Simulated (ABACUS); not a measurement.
# Fe under changes of volume

One of the cells (12.019 Å³/atom); the others are scaled copies at fixed shape and fractional positions:

```
CELL_PARAMETERS angstrom
-1.44300 1.44300 1.44300
1.44300 -1.44300 1.44300
1.44300 1.44300 -1.44300
ATOMIC_POSITIONS crystal
Fe 0.00000 0.00000 0.00000
```

```yaml
Program: ABACUS 3.10.1
Functional: PBE
Potentials_or_basis: PseudoDojo NC SR 0.4.1 PBE standard
Cutoff: 1225 eV
Density_cutoff: 4898 eV
Basis: plane waves
k_mesh: 13 × 13 × 13
Occupations: fermi-dirac, width 0.05 eV
Spin: collinear spin, ferromagnetic start
Starting_moments: "[3.0] μB"
```

```tsv
volume (Å³/atom)	energy over the lowest point (meV/atom)	pressure (GPa)	moment (μB per cell)
11.298	?	?	?
11.538	0.00	-1.0	2.29
11.778	3.28	-3.6	2.36
12.019	10.07	-4.9	2.46
12.259	17.37	-6.0	2.56
12.499	27.38	-8.2	2.61
12.740	40.94	-10.5	2.63
```

Problem. What does the run at 11.298 Å³/atom give?

Solution. Energy over the lowest point 0.94 meV/atom; pressure 2.1 GPa; moment 2.21 μB per cell.

Worked out: A Birch-Murnaghan fit of order 3 (a polynomial in V^(-2/3)) to the other rows has no minimum within the range. It gives -2.92 meV/atom at 11.298 Å³/atom, against the run's 0.94, and -dE/dV = -1.6 GPa, against 2.1. A parabola through the other rows of the moment, of slope 0.537 μB per Å³/atom there, extrapolates to 2.16 μB, against the run's 2.21.

Energies are extrapolated to zero smearing.
